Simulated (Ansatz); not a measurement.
We consider rock-salt NaBr, described by PBEsol in Ansatz (plane waves, PAW).

Run with plane-wave cutoff 520 eV, 10×10×10 k mesh, Fermi–Dirac smearing 0.01 eV, scalar-relativistic PAW data made under PBE.

On both sides of the equilibrium volume: at 25.511 Å³/atom the pressure is 0.45 GPa and the direct gap at Γ 4.125 eV; at 26.552 Å³/atom they are -0.41 GPa and 4.011 eV. The fitted bulk modulus is 21.5 GPa.

**Question.** Work out the volume deformation potential of this gap and its pressure coefficient, in two ways.

**Answer.** a_V = dE_g/d ln V = (4.011 − 4.125)/ln(26.552/25.511) = -2.85 eV. Since dP = −B d ln V, dE_g/dP = −a_V/B = 133 meV/GPa. Straight from the pressures: (4.125 − 4.011)/(0.45 − (-0.41)) = 133 meV/GPa. At this level and over this range the gap at Γ widens under pressure.

Spin–orbit coupling is not included.

Ansatz is a first-principles code.
